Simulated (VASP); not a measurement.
# Cs2AgBiBr6 (Fm-3m) in VASP: settings compared, part 2 of 2

VASP 6.6.1. Earlier steps stand in the parts before.

### 4 Relaxation of cell and atoms, LDA

This run uses another cell than the first one, of 33.35 Å³/atom, 0.941 times its volume.

The input, INCAR:

```
SYSTEM = Cs2AgBiBr6
PREC = Accurate
ENCUT = 600
EDIFF = 1E-7
ISMEAR = 0
SIGMA = 0.03
LREAL = .FALSE.
LASPH = .TRUE.
NELM = 80
ALGO = Normal
ISIF = 3
LWAVE = .FALSE.
LCHARG = .FALSE.
IBRION = 2
NSW = 90
EDIFFG = -0.005
KPAR = 2
```

The input, KPOINTS:

```
regular mesh
0
G
  4 4 4
  0 0 0
```

The input, POSCAR:

```
Cs2AgBiBr6                              
1.0
    0.0000000000      5.5040430818      5.5040430818
    5.5040430818      0.0000000000      5.5040430818
    5.5040430818      5.5040430818     -0.0000000000
  Cs              Ag              Bi              Br            
     2     1     1     6
Direct
     0.2500000000000000    0.2500000000000000    0.2500000000000000
     0.7500000000000000    0.7500000000000000    0.7500000000000000
     0.5000000000000000    0.5000000000000000    0.5000000000000000
     0.0000000000000000    0.0000000000000000    0.0000000000000000
     0.2554321004491509    0.7445678995508491    0.2554321004491509
     0.2554321004491509    0.7445678995508491    0.7445678995508491
     0.7445678995508491    0.2554321004491509    0.7445678995508491
     0.7445678995508491    0.2554321004491509    0.2554321004491509
     0.2554321004491509    0.2554321004491509    0.7445678995508491
     0.7445678995508491    0.7445678995508491    0.2554321004491509
```

Potentials or basis: VASP PAW LDA potentials, release 64 (Cs_sv, Ag, Bi_d, Br).

Started as:

```
cat potpaw_LDA.64/Cs_sv/POTCAR potpaw_LDA.64/Ag/POTCAR potpaw_LDA.64/Bi_d/POTCAR potpaw_LDA.64/Br/POTCAR > POTCAR
mpirun -np 2 vasp_std > vasp.out
```

OUTCAR:

```text
SYSTEM = Cs2AgBiBr6
   PREC = Accurate
   ENCUT = 600
   EDIFF = 1E-7
   ISMEAR = 0
   LREAL = .FALSE.
   LASPH = .TRUE.
   NELM = 80
   ISIF = 3
   IBRION = 2
   NSW = 90
   EDIFFG = -0.005

 ion  position               nearest neighbor table
   1  0.250  0.250  0.250-
   2  0.750  0.750  0.750-
   3  0.500  0.500  0.500-   5 2.69   6 2.69   7 2.69   8 2.69   9 2.69  10 2.69
   4  0.000  0.000  0.000-   5 2.81   6 2.81   7 2.81   8 2.81   9 2.81  10 2.81
   5  0.255  0.745  0.255-   3 2.69   4 2.81
   6  0.255  0.745  0.745-   3 2.69   4 2.81
   7  0.745  0.255  0.745-   3 2.69   4 2.81
   8  0.745  0.255  0.255-   3 2.69   4 2.81
   9  0.255  0.255  0.745-   3 2.69   4 2.81
  10  0.745  0.745  0.255-   3 2.69   4 2.81

  LATTYP: Found a face centered cubic cell.
 ALAT       =    11.0080861636

  Lattice vectors:

 A1 = (   0.0000000000,   5.5040430818,   5.5040430818)
 A2 = (   5.5040430818,   0.0000000000,   5.5040430818)
 A3 = (   5.5040430818,   5.5040430818,   0.0000000000)

Analysis of symmetry for initial positions (statically):
=====================================================================
 Subroutine PRICEL returns:
 Original cell was already a primitive cell.

 Routine SETGRP: Setting up the symmetry group for a
 face centered cubic supercell.

 Subroutine GETGRP returns: Found 48 space group operations
 (whereof 48 operations were pure point group operations)
 out of a pool of 48 trial point group operations.

The static configuration has the point symmetry O_h .

Analysis of symmetry for dynamics (positions and initial velocities):
=====================================================================
 Subroutine PRICEL returns:
 Original cell was already a primitive cell.

 Routine SETGRP: Setting up the symmetry group for a
 face centered cubic supercell.
[... 190 lines left out ...]

  FREE ENERGIE OF THE ION-ELECTRON SYSTEM (eV)
  ---------------------------------------------------
  free  energy   TOTEN  =       -34.3313855264 eV

  energy  without entropy=      -34.3313855264  energy(sigma->0) =      -34.33138553

--------------------------------------- Ionic step        2  -------------------------------------------

 number of electron      85.9999999 magnetization

 Free energy of the ion-electron system (eV)
  ---------------------------------------------------
  ext. energy  EPLUGINS =         0.00000000
  ---------------------------------------------------
  free energy    TOTEN  =       -34.33141174 eV

  energy without entropy =      -34.33141174  energy(sigma->0) =      -34.33141174

 E-fermi :   2.1668     XC(G=0):  -8.8352

 val. band max:        1.9633701575   @ k =   0.5000   0.5000   0.0000
 cond. band min:       2.9146844017   @ k =   0.5000   0.0000   0.0000
 fundamental gap:      0.9513142442
 Fermi energy:         2.1667610731

 k-point     1 :       0.0000    0.0000    0.0000
  band No.  band energies     occupation
      1     -21.2728      2.00000
      2     -21.2728      2.00000
      3     -21.2206      2.00000
      4     -21.2206      2.00000
      5     -21.2206      2.00000
      6     -18.8979      2.00000
[... 421 lines left out ...]
     50       7.4982      0.00000
     51       7.5892      0.00000

------------------------ aborting loop because EDIFF is reached ----------------------------------------

  FORCE on cell =-STRESS in cart. coord.  units (eV):
  Direction    XX          YY          ZZ          XY          YZ          ZX
  --------------------------------------------------------------------------------------
  -------------------------------------------------------------------------------------
  Total       -0.0059585     -0.0059585     -0.0059585      0.0000000     -0.0000000     -0.0000000
  in kB       -0.0286494     -0.0286494     -0.0286494      0.0000000     -0.0000000     -0.0000000
  external PRESSURE =      -0.0286494 kB  Pullay stress =       0.0000000 kB

 VOLUME and BASIS-vectors are now :
 -----------------------------------------------------------------------------
  energy-cutoff  :      600.00
  volume of cell :      333.22
      direct lattice vectors                 reciprocal lattice vectors
     0.000000000  5.502576214  5.502576214    -0.090866529  0.090866529  0.090866529
     5.502576214  0.000000000  5.502576214     0.090866529 -0.090866529  0.090866529
     5.502576214  5.502576214  0.000000000     0.090866529  0.090866529 -0.090866529

 POSITION                                       TOTAL-FORCE (eV/Angst)
 -----------------------------------------------------------------------------------
      2.75129      2.75129      2.75129        -0.000000     -0.000000     -0.000000
      8.25386      8.25386      8.25386         0.000000      0.000000     -0.000000
      5.50258      5.50258      5.50258         0.000000     -0.000000      0.000000
      0.00000      5.50258      5.50258         0.000000     -0.000000     -0.000000
      5.50258      2.81126      5.50258         0.000000      0.003669      0.000000
      8.19389      5.50258      5.50258        -0.003669     -0.000000     -0.000000
      5.50258      8.19389      5.50258         0.000000     -0.003669     -0.000000
      2.81126      5.50258      5.50258         0.003669     -0.000000      0.000000
      5.50258      5.50258      2.81126         0.000000     -0.000000      0.003669
      5.50258      5.50258      8.19389         0.000000     -0.000000     -0.003669
 -----------------------------------------------------------------------------------
    total drift:                                0.000000      0.000000      0.000000

  FREE ENERGIE OF THE ION-ELECTRON SYSTEM (eV)
  ---------------------------------------------------
  free  energy   TOTEN  =       -34.3314117393 eV

  energy  without entropy=      -34.3314117393  energy(sigma->0) =      -34.33141174

 reached required accuracy - stopping structural energy minimisation
```

Wall time 2.1 min (2 MPI ranks of AMD EPYC 9R45 (Zen 5), shared host); peak memory 0.51 GiB.

What came out:

```yaml
Free_energy: -34.3314 eV
Relaxed_volume: 33.32 Å³/atom
Relaxed_cell: a = 7.782 Å, b = 7.782 Å, c = 7.782 Å, α = 60.00°, β = 60.00°, γ = 60.00°
Space_group_after_relaxing_to_0.05_Å: Fm-3m (No. 225)
Energy_gained_by_relaxing: 0.0 meV/atom
Ionic_steps: 2
Pressure_after_relaxing: 0.0 GPa
Largest_force_after_relaxing: 0.004 eV/Å
Band_gap_on_the_k_mesh: 0.95 eV, indirect (least direct gap 2.28 eV)
```

Forces on the atoms (eV/Å):
```
Cs   0.000  0.000  0.000
Cs   0.000  0.000  0.000
Ag   0.000  0.000  0.000
Bi   0.000  0.000  0.000
Br   0.000  0.004  0.000
Br  -0.004  0.000  0.000
Br   0.000 -0.004  0.000
Br   0.004  0.000  0.000
Br   0.000  0.000  0.004
Br   0.000  0.000 -0.004
```

Final structure:
```
CELL_PARAMETERS angstrom
0.00000 5.50258 5.50258
5.50258 0.00000 5.50258
5.50258 5.50258 0.00000
ATOMIC_POSITIONS crystal
Cs 0.25000 0.25000 0.25000
Cs 0.75000 0.75000 0.75000
Ag 0.50000 0.50000 0.50000
Bi 0.00000 0.00000 0.00000
Br 0.25545 0.74455 0.25545
Br 0.25545 0.74455 0.74455
Br 0.74455 0.25545 0.74455
Br 0.74455 0.25545 0.25545
Br 0.25545 0.25545 0.74455
Br 0.74455 0.74455 0.25545
```

Caveat: spin-orbit coupling is left out, which as a rule narrows the gap of such compounds by several tenths of an eV. A k mesh can miss the band edges.

### 5 Relaxation of cell and atoms, PBE

The input, INCAR:

```
SYSTEM = Cs2AgBiBr6
ALGO = Normal
EDIFF = 1E-6
EDIFFG = -0.01
ENCUT = 300
GGA = PE
IBRION = 2
ISIF = 3
ISMEAR = 0
LASPH = .True.
LCHARG = .False.
LREAL = .False.
LWAVE = .False.
NELM = 80
NSW = 90
PREC = Accurate
SIGMA = 0.03
```

The input, KPOINTS:

```
k-points
0
Gamma
  2 2 2
  0 0 0
```

The input, POSCAR:

```
Cs2AgBiBr6
1.0
    0.0000000000      5.6161000000      5.6161000000
    5.6161000000      0.0000000000      5.6161000000
    5.6161000000      5.6161000000      0.0000000000
Cs Ag Bi Br
2 1 1 6
Direct
    0.2500000000      0.2500000000      0.2500000000
    0.7500000000      0.7500000000      0.7500000000
    0.5000000000      0.5000000000      0.5000000000
    0.0000000000      0.0000000000      0.0000000000
    0.2505500000      0.7494500000      0.2505500000
    0.2505500000      0.7494500000      0.7494500000
    0.7494500000      0.2505500000      0.7494500000
    0.7494500000      0.2505500000      0.2505500000
    0.2505500000      0.2505500000      0.7494500000
    0.7494500000      0.7494500000      0.2505500000
```

Potentials or basis: VASP PAW PBE potentials, release 64 (Cs_sv, Ag, Bi, Br).

Started as:

```
cat potpaw_PBE.64/Cs_sv/POTCAR potpaw_PBE.64/Ag/POTCAR potpaw_PBE.64/Bi/POTCAR potpaw_PBE.64/Br/POTCAR > POTCAR
mpirun -np 2 vasp_std > vasp.out
```

Wall time 1.8 min (2 MPI ranks of Intel Xeon Platinum 8488C (Sapphire Rapids), shared host); peak memory 0.24 GiB.

Results (log left out):

```yaml
Free_energy: -29.4479 eV
Relaxed_volume: 38.15 Å³/atom
Relaxed_cell: a = 8.141 Å, b = 8.141 Å, c = 8.141 Å, α = 60.00°, β = 60.00°, γ = 60.00°
Space_group_after_relaxing_to_0.05_Å: Fm-3m (No. 225)
Energy_gained_by_relaxing: 16.4 meV/atom
Ionic_steps: 6
Pressure_after_relaxing: 0.0 GPa
Largest_force_after_relaxing: 0.005 eV/Å
Band_gap_on_the_k_mesh: 1.32 eV, indirect (least direct gap 2.35 eV)
```

Forces in eV/Å, atoms in the order of the input:
```
Cs   0.000  0.000  0.000
Cs   0.000  0.000  0.000
Ag   0.000  0.000  0.000
Bi   0.000  0.000  0.000
Br   0.000  0.005  0.000
Br  -0.005  0.000  0.000
Br   0.000 -0.005  0.000
Br   0.005  0.000  0.000
Br   0.000  0.000  0.005
Br   0.000  0.000 -0.005
```

Step by step:
```
step  energy change (eV)  largest force (eV/Å)  pressure (GPa)  volume (Å³)
   1              0.0000                0.2253            2.07       354.27
   2             -0.1595                0.0844            0.12       378.31
   3             -0.1599                0.0979            0.04       379.57
   4             -0.1598                0.0923            0.07       379.05
   5             -0.1622                0.0620            0.06       379.80
   6             -0.1644                0.0047            0.03       381.46
```

Final structure:
```cif
data_structure
_symmetry_space_group_name_H-M 'P 1'
_symmetry_Int_Tables_number 1
_cell_length_a 8.1406
_cell_length_b 8.1406
_cell_length_c 8.1406
_cell_angle_alpha 60.000
_cell_angle_beta 60.000
_cell_angle_gamma 60.000
_cell_volume 381.46
loop_
_atom_site_label
_atom_site_type_symbol
_atom_site_fract_x
_atom_site_fract_y
_atom_site_fract_z
_atom_site_occupancy
Cs1 Cs 0.25000 0.25000 0.25000 1
Cs2 Cs 0.75000 0.75000 0.75000 1
Ag1 Ag 0.50000 0.50000 0.50000 1
Bi1 Bi 0.00000 0.00000 0.00000 1
Br1 Br 0.25027 0.74973 0.25027 1
Br2 Br 0.25027 0.74973 0.74973 1
Br3 Br 0.74973 0.25027 0.74973 1
Br4 Br 0.74973 0.25027 0.25027 1
Br5 Br 0.25027 0.25027 0.74973 1
Br6 Br 0.74973 0.74973 0.25027 1
```

Levels at points of the mesh, in eV from the valence-band top:
```
           k point  band 35  band 36  band 37  band 38  band 39  band 40  band 41  band 42
(0.00, 0.00, 0.00)    -0.95    -0.95    -0.56    -0.56     2.36     2.36     2.36     3.70
(0.50, 0.00, 0.00)    -1.21    -1.21    -1.03    -1.03     1.32     3.54     3.54     5.05
(0.50, 0.50, 0.00)    -1.28    -0.96    -0.56     0.00     2.78     2.78     3.09     4.19
```

Caveat: the k mesh is coarse (spacing up to 0.48 Å⁻¹), so the values aren't converged; the cutoff is under 1.25 times the usual one of these potentials, so pressure, stress and relaxed cells hold a basis-set (Pulay) error; spin-orbit coupling is left out, which as a rule narrows the gap of such compounds by several tenths of an eV. Zero-point motion and thermal expansion aren't in these numbers.

### 6 Summary

| task | level | potentials or basis | cell | k mesh | cutoff (eV) | mesh quality | gap on the mesh (eV) | pressure (GPa) | relaxed volume (Å³/atom) |
| --- | --- | --- | --- | --- | --- | --- | --- | --- | --- |
| relaxation of the atoms | LDA | VASP PAW LDA potentials, release 64 (Cs_sv, Ag, Bi_d, Br) | atoms relaxed from: a relaxed cell with its volume scaled by 1.06 | 4 × 4 × 4 | 600 | not flagged | 1.05 | -1.6 | - |
| relaxation of cell and atoms | LDA | VASP PAW LDA potentials, release 64 (Cs_sv, Ag, Bi_d, Br) | relaxed | 4 × 4 × 4 | 600 | not flagged | 0.95 | 0.0 | 33.32 |
| relaxation of cell and atoms | PBE | VASP PAW PBE potentials, release 64 (Cs_sv, Ag, Bi, Br) | relaxed | 2 × 2 × 2 | 300 | coarse | 1.32 | 0.0 | 38.15 |

Alike in all rows: no spin polarisation; smearing gaussian 0.03 eV.

Caveats: some runs use coarse meshes; spin-orbit coupling is left out, which as a rule narrows the gap of such compounds by several tenths of an eV; the cutoff is under 1.25 times the usual one of these potentials, so pressure, stress and relaxed cells hold a basis-set (Pulay) error (some runs).

Absolute energies hang on the potentials; compare differences alone.
